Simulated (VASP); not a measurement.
# Mg (Pm-3m) in VASP: notebook

The runs below take Mg through relaxation of the atoms, with PBE.

All numbers are computed with VASP 6.6.1; they aren't measurements. Logs are shortened: lines on timing, memory, paths and dates and some standing lists are left out, and cuts for length are marked.

## (1) The undisturbed crystal

Symmetry: Pm-3m, No. 221, cubic system. The conventional cell has a = 4.390 Å, b = 4.390 Å, c = 4.390 Å, α = 90.00°, β = 90.00°, γ = 90.00°. Mg (site symmetry 4/mmm) has 8 Mg at 3.10 Å as nearest neighbours.

The cell was built by a generator and needn't be a form met in nature.

## (2) Relaxation of the atoms, PBE, 27.08 Å³/atom (strain = -0.04)

Contents of INCAR:

```
  ALGO = Fast
  EDIFF = 1E-6
  EDIFFG = -0.005
  ENCUT = 520
  GGA = PE
  IBRION = 2
  ISIF = 2
  ISMEAR = -1
  LASPH = T
  LCHARG = F
  LREAL = F
  LWAVE = F
  NELM = 80
  NSW = 40
  PREC = Accurate
  SIGMA = 0.05
```

Contents of KPOINTS:

```
k-points
0
Gamma
  6 6 6
```

Contents of POSCAR:

```
Mg
1.0
    4.2148128000      0.0000000000      0.0000000000
    0.0000000000      4.3904300000      0.0000000000
    0.0000000000      0.0000000000      4.3904300000
Mg
3
Direct
    0.0000000000      0.5000000000      0.5000000000
    0.5000000000      0.0000000000      0.5000000000
    0.5000000000      0.5000000000      0.0000000000
```

Potentials or basis: VASP PAW PBE potentials, release 64 (Mg).

The run is started by

```bash
$ cat potpaw_PBE.64/Mg/POTCAR > POTCAR
$ mpirun -np 1 vasp_std > vasp.out
```

OUTCAR:

```text
EDIFF = 1E-6
   EDIFFG = -0.005
   ENCUT = 520
   GGA = PE
   IBRION = 2
   ISIF = 2
   ISMEAR = -1
   LASPH = T
   LREAL = F
   NELM = 80
   NSW = 40
   PREC = Accurate

 ion  position               nearest neighbor table
   1  0.000  0.500  0.500-   2 3.04   3 3.04   3 3.04   2 3.04   2 3.04   3 3.04   3 3.04   2 3.04

   2  0.500  0.000  0.500-   1 3.04   1 3.04   1 3.04   1 3.04   3 3.10   3 3.10   3 3.10   3 3.10

   3  0.500  0.500  0.000-   1 3.04   1 3.04   1 3.04   1 3.04   2 3.10   2 3.10   2 3.10   2 3.10

  LATTYP: Found a simple tetragonal cell.
 ALAT       =     4.3904300000
 C/A-ratio  =     0.9600000000

  Lattice vectors:

 A1 = (   0.0000000000,   4.3904300000,   0.0000000000)
 A2 = (   0.0000000000,   0.0000000000,   4.3904300000)
 A3 = (   4.2148128000,   0.0000000000,   0.0000000000)

Analysis of symmetry for initial positions (statically):
=====================================================================
 Subroutine PRICEL returns:
 Original cell was already a primitive cell.

 Routine SETGRP: Setting up the symmetry group for a
 simple tetragonal supercell.

 Subroutine GETGRP returns: Found 16 space group operations
 (whereof 16 operations were pure point group operations)
 out of a pool of 16 trial point group operations.

The static configuration has the point symmetry D_4h.

Analysis of symmetry for dynamics (positions and initial velocities):
=====================================================================
 Subroutine PRICEL returns:
 Original cell was already a primitive cell.

 Routine SETGRP: Setting up the symmetry group for a
 simple tetragonal supercell.

 Subroutine GETGRP returns: Found 16 space group operations
 (whereof 16 operations were pure point group operations)
 out of a pool of 16 trial point group operations.

The dynamic configuration has the point symmetry D_4h.

 Subroutine INISYM returns: Found 16 space group operations
 (whereof 16 operations are pure point group operations),
 and found     1 'primitive' translations

----------------------------------------------------------------------------------------

                                     Primitive cell

  volume of cell :      81.2442

  direct lattice vectors                    reciprocal lattice vectors
     4.214812800  0.000000000  0.000000000     0.237258461  0.000000000  0.000000000
     0.000000000  4.390430000  0.000000000     0.000000000  0.227768123  0.000000000
     0.000000000  0.000000000  4.390430000     0.000000000  0.000000000  0.227768123

  length of vectors
     4.214812800  4.390430000  4.390430000     0.237258461  0.227768123  0.227768123

  position of ions in fractional coordinates (direct lattice)
     0.000000000  0.500000000  0.500000000
     0.500000000  0.000000000  0.500000000
     0.500000000  0.500000000  0.000000000

  ion indices of the primitive-cell ions
   primitive index   ion index
                 1           1
                 2           2
                 3           3

----------------------------------------------------------------------------------------

 KPOINTS: k-points

Automatic generation of k-mesh.
 Grid dimensions read from file:
 generate k-points for:    6    6    6

 Generating k-lattice:

  Cartesian coordinates                     Fractional coordinates (reciprocal lattice)
     0.039543077  0.000000000  0.000000000     0.166666667  0.000000000  0.000000000
     0.000000000  0.037961354  0.000000000     0.000000000  0.166666667  0.000000000
     0.000000000  0.000000000  0.037961354     0.000000000  0.000000000  0.166666667

  Length of vectors
     0.039543077  0.037961354  0.037961354

  Shift w.r.t. Gamma in fractional coordinates (k-lattice)
     0.000000000  0.000000000  0.000000000

 Subroutine IBZKPT returns following result:
 ===========================================

 Found     40 irreducible k-points:

 Following reciprocal coordinates:
            Coordinates               Weight
  0.000000  0.000000  0.000000      1.000000
  0.166667  0.000000  0.000000      2.000000
  0.333333  0.000000  0.000000      2.000000
  0.500000  0.000000  0.000000      1.000000
  0.000000  0.166667  0.000000      4.000000
  0.166667  0.166667  0.000000      8.000000
[... 16 lines left out ...]
  0.333333  0.333333  0.166667     16.000000
  0.500000  0.333333  0.166667      8.000000
 [... further k-points ...]
   k-points           NKPTS =     40   k-points in BZ     NKDIM =     40   number of bands    NBANDS=      7
   number of dos      NEDOS =    301   number of ions     NIONS =      3
   total plane-waves  NPLWV =  41472
   dimension x,y,z NGX =    32 NGY =   36 NGZ =   36
   dimension x,y,z NGXF=    64 NGYF=   72 NGZF=   72
   ions per type =               3
   NGX,Y,Z   is equivalent  to a cutoff of  12.62, 13.63, 13.63 a.u.
   NGXF,Y,Z  is equivalent  to a cutoff of  25.24, 27.26, 27.26 a.u.
 SYSTEM =  unknown system
   PREC   = accura    normal or accurate (medium, high low for compatibility)
   ISTART =      0    job   : 0-new  1-cont  2-samecut
   ICHARG =      2    charge: 1-file 2-atom 10-const
   ISPIN  =      1    spin polarized calculation?
   LNONCOLLINEAR =      F non collinear calculations
   LSORBIT =      F    spin-orbit coupling
   LASPH  =      T    aspherical Exc in radial PAW
   ENCUT  =  520.0 eV  38.22 Ry    6.18 a.u.   7.84  8.16  8.16*2*pi/ulx,y,z
   NELM   =     80;   NELMIN=  2; NELMDL= -5     # of ELM steps
   EDIFF  = 0.1E-05   stopping-criterion for ELM
   LREAL  =      F    real-space projection
   EDIFFG = -.5E-02   stopping-criterion for IOM
   NSW    =     40    number of steps for IOM
   IBRION =      2    ionic relax: 0-MD 1-quasi-New 2-CG
   NFREE  =      1    steps in history (QN), initial steepest desc. (CG)
   ISIF   =      2    stress and relaxation
   ISYM   =      2    0-nonsym 1-usesym 2-fastsym
   POTIM  = 0.5000    time-step for ionic-motion
   TEBEG  =    0.0;   TEEND  =   0.0 temperature during run
   PSTRESS=    0.0 pullay stress
   NELECT =       6.0000    total number of electrons
   NUPDOWN=      -1.0000    fix difference up-down
   EMIN   =  10.00;   EMAX   =-10.00  energy-range for DOS
   EFERMI =   0.00;   METHOD = LEGACY
   ISMEAR =    -1;   SIGMA  =   0.05  broadening in eV -4-tet -1-fermi 0-gaus
   EFERMI_NEDOS =   21; number of points for ismear=-14 and -15
   IALGO  =     68    algorithm
   IMIX   =      4    mixing-type and parameters
     AMIX     =   0.40;   BMIX     =  1.00
     AMIX_MAG =   1.60;   BMIX_MAG =  1.00
  volume/ion in A,a.u.               =      27.08       182.75
  Fermi-wavevector in a.u.,A,eV,Ry     =   0.686849  1.297956  6.418701  0.471761
  Thomas-Fermi vector in A             =   1.767195
   LORBIT       =      0    0 simple, 1 ext, 2 COOP (PROOUT), +10 PAW based schemes
   GGA     = PE    functional components
   LHFCALC =     F    Hartree Fock is set to
   AEXX    =    0.0000 exact exchange contribution
   IVDW    =     0    specifies the selected vdW correction
   LEPSILON=     F    determine dielectric tensor
   LRPA    =     F    only Hartree local field effects (RPA)
 conjugate gradient relaxation of ions
 non-spin polarized calculation
 RMM-DIIS sequential band-by-band and
  energy-cutoff  :      520.00
  volume of cell :       81.24
 maximum number of plane-waves:      2224
 NGX is ok and might be reduce to    32
   NGX = 15   NGY = 17   NGZ = 17

 number of electron       6.0000000 magnetization

 Free energy of the ion-electron system (eV)
  ---------------------------------------------------
  ext. energy  EPLUGINS =         0.00000000
  ---------------------------------------------------
  free energy    TOTEN  =        -3.55358223 eV

  energy without entropy =       -3.53394421  energy(sigma->0) =       -3.54376322

 E-fermi :   1.6506     XC(G=0):  -7.8939

 val. band max:        1.6283870940   @ k =   0.5000   0.3333   0.1667
 cond. band min:       1.6870613665   @ k =   0.1667   0.3333   0.1667
 fundamental gap:      0.0586742725
 Fermi energy:         1.6506132528

 k-point     1 :       0.0000    0.0000    0.0000
  band No.  band energies     occupation
      1      -4.6300      2.00000
      2       2.4474      0.00000
      3       2.4474      0.00000
      4       3.0342      0.00000
      5       3.4932      0.00000
      6       3.7994      0.00000
      7       4.2555      0.00000

 k-point     2 :       0.1667    0.0000    0.0000
  band No.  band energies     occupation
      1      -4.4019      2.00000
      2       1.1501      1.99991
      3       2.6466      0.00000
      4       2.6466      0.00000
      5       3.7178      0.00000
      6       3.9984      0.00000
      7       6.4876      0.00000

 k-point     3 :       0.3333    0.0000    0.0000
  band No.  band energies     occupation
      1      -3.7367      2.00000
      2      -0.8086      2.00000
      3       3.2218      0.00000
      4       3.2218      0.00000
      5       4.3586      0.00000
      6       4.4840      0.00000
      7       6.0072      0.00000

 k-point     4 :       0.5000    0.0000    0.0000
  band No.  band energies     occupation
      1      -2.9809      2.00000
      2      -2.0018      2.00000
      3       3.8206      0.00000
      4       3.8206      0.00000
      5       4.8404      0.00000
      6       4.9931      0.00000
      7       4.9931      0.00000

 k-point     5 :       0.0000    0.1667    0.0000
  band No.  band energies     occupation
      1      -4.4225      2.00000
      2       0.7346      2.00000
      3       2.6271      0.00000
      4       3.2130      0.00000
      5       3.8336      0.00000
      6       4.4153      0.00000
      7       5.7312      0.00000

 k-point     6 :       0.1667    0.1667    0.0000
  band No.  band energies     occupation
      1      -4.1947      2.00000
      2       0.9464      2.00000
      3       1.3435      1.99571
      4       2.8264      0.00000
      5       4.0109      0.00000
      6       5.8707      0.00000
      7       6.3291      0.00000

 k-point     7 :       0.3333    0.1667    0.0000
  band No.  band energies     occupation
      1      -3.5303      2.00000
      2      -0.6111      2.00000
      3       1.5665      1.68641
      4       3.4017      0.00000
      5       4.0303      0.00000
      6       5.1579      0.00000
      7       6.1903      0.00000
[... 121 lines left out ...]
 k-point    20 :       0.5000    0.1667    0.1667
  band No.  band energies     occupation
      1      -2.5676      2.00000
      2      -1.6050      2.00000
      3       2.2886      0.00001
      4       2.6566      0.00000
      5       3.0333      0.00000
      6       3.8485      0.00000
      7       7.0530      0.00000

 k-point    21 :       0.0000    0.3333    0.1667
  band No.  band energies     occupation
      1      -3.6156      2.00000
      2      -0.8622      2.00000
      3       1.4840      1.93101
      4       3.9016      0.00000
      5       3.9830      0.00000
      6       5.4877      0.00000
      7       6.3212      0.00000

 k-point    22 :       0.1667    0.3333    0.1667
  band No.  band energies     occupation
      1      -3.3891      2.00000
      2      -0.6442      2.00000
      3       1.6871      0.65084
      4       2.0811      0.00036
      5       4.2675      0.00000
      6       4.8132      0.00000
      7       6.7221      0.00000

 k-point    23 :       0.3333    0.3333    0.1667
  band No.  band energies     occupation
      1      -2.7278      2.00000
      2      -0.0126      2.00000
      3       0.1598      2.00000
      4       2.2207      0.00002
      5       2.9203      0.00000
      6       4.8864      0.00000
      7       5.2541      0.00000

 k-point    24 :       0.5000    0.3333    0.1667
  band No.  band energies     occupation
      1      -1.9687      2.00000
      2      -1.0330      2.00000
      3       0.7080      2.00000
      4       1.6284      1.21867
      5       3.0599      0.00000
      6       4.0329      0.00000
      7       5.5767      0.00000

 [... further k-points ...]

------------------------ aborting loop because EDIFF is reached ----------------------------------------

  FORCE on cell =-STRESS in cart. coord.  units (eV):
  Direction    XX          YY          ZZ          XY          YZ          ZX
  --------------------------------------------------------------------------------------
  -------------------------------------------------------------------------------------
  Total        0.4083611      0.6621122      0.6621122      0.0000000      0.0000000      0.0000000
  in kB        8.0530895     13.0571911     13.0571911      0.0000000      0.0000000      0.0000000
  external PRESSURE =      11.3891572 kB  Pullay stress =       0.0000000 kB

 VOLUME and BASIS-vectors are now :
 -----------------------------------------------------------------------------
  energy-cutoff  :      520.00
  volume of cell :       81.24
      direct lattice vectors                 reciprocal lattice vectors
     4.214812800  0.000000000  0.000000000     0.237258461  0.000000000  0.000000000
     0.000000000  4.390430000  0.000000000     0.000000000  0.227768123  0.000000000
     0.000000000  0.000000000  4.390430000     0.000000000  0.000000000  0.227768123

 POSITION                                       TOTAL-FORCE (eV/Angst)
 -----------------------------------------------------------------------------------
      0.00000      2.19522      2.19522         0.000000      0.000000      0.000000
      2.10741      0.00000      2.19522         0.000000      0.000000      0.000000
      2.10741      2.19522      0.00000         0.000000      0.000000      0.000000
 -----------------------------------------------------------------------------------
    total drift:                                0.000000     -0.000000     -0.000000

  FREE ENERGIE OF THE ION-ELECTRON SYSTEM (eV)
  ---------------------------------------------------
  free  energy   TOTEN  =        -3.5535822318 eV

  energy  without entropy=       -3.5339442144  energy(sigma->0) =       -3.54376322

 reached required accuracy - stopping structural energy minimisation
```

It took 7.7 s on 1 thread of Intel Xeon 6975P-C (Granite Rapids), shared host; peak memory 0.19 GiB.

What came out:

```yaml
Free_energy: -3.5536 eV
Pressure_after_relaxing: 1.1 GPa
```

Caveat: the relaxation stopped at its first step, so nothing moved; the bands computed are all filled at some k points, so no gap is given.

## (3) Relaxation of the atoms, PBE, 27.65 Å³/atom (strain = -0.02)

INCAR is that of step 2.

KPOINTS is that of step 2.

Edit POSCAR of step 2 so:

```diff
@@ -2,3 +2,3 @@
 1.0
-    4.2148128000      0.0000000000      0.0000000000
+    4.3026214000      0.0000000000      0.0000000000
     0.0000000000      4.3904300000      0.0000000000
```

Potentials or basis: VASP PAW PBE potentials, release 64 (Mg).

The run is started by

```bash
$ cat potpaw_PBE.64/Mg/POTCAR > POTCAR
$ mpirun -np 1 vasp_std > vasp.out
```

It took 7.8 s on 1 thread of Intel Xeon 6975P-C (Granite Rapids), shared host; peak memory 0.19 GiB.

It converged, with:

| Quantity | Value |
| --- | --- |
| Free energy | -3.5589 eV |
| Pressure after relaxing | 0.6 GPa |

Caveat: the relaxation stopped at its first step, so nothing moved; the bands computed are all filled at some k points, so no gap is given.
